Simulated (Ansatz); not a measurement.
**InP under changes of volume**

One of the cells (25.167 Å³/atom); the others are scaled copies at fixed shape and fractional positions:

```
In P
1.0
     0.00000    2.93050    2.93050
     2.93050    0.00000    2.93050
     2.93050    2.93050    0.00000
In P
1 1
Direct
  0.00000 0.00000 0.00000
  0.75000 0.75000 0.75000
```

```yaml
Program: Ansatz 0.2.0
Functional: r2SCAN
Dispersion: D4
Potentials_or_basis: Ansatz PAW
Cutoff: "500 eV (not typed: the program's choice for these potentials)"
k_mesh: 8 × 8 × 8
Occupations: fermi-dirac, width 0.05 eV
Spin: no spin polarisation
```

```csv
volume (Å³/atom),energy over the lowest point (meV/atom),pressure (GPa),gap on the mesh (eV)
23.657,?,?,?
24.160,17.12,4.3,1.40
24.663,6.36,2.6,1.28
25.167,0.83,1.0,1.16
25.670,0.00,-0.4,1.05
26.173,3.38,-1.7,0.94
26.677,10.54,-2.8,0.82
```

Problem. What does the run at 23.657 Å³/atom give?

Solution. Energy over the lowest point 33.72 meV/atom; pressure 6.3 GPa; gap on the mesh 1.52 eV.

Worked out: A Birch-Murnaghan fit of order 3 (a polynomial in V^(-2/3)) to the other rows has its minimum at 25.51 Å³/atom with B0 = V·E''(V) = 70 GPa and B' = 4.5. It gives 33.73 meV/atom at 23.657 Å³/atom, against the run's 33.72, and -dE/dV = 6.3 GPa, against 6.3. A straight line through the other rows of the gap, of slope -5.81 eV per unit of ln V (its deformation potential), extrapolates to 1.52 eV, against the run's 1.52.

Energies are extrapolated to zero smearing.

Caveats: spin-orbit coupling is left out, which moves the levels of the heavy elements; the PAW data sets come from PBE, with cores solved anew for the run's functional, which leaves a small shift of forces and pressure.
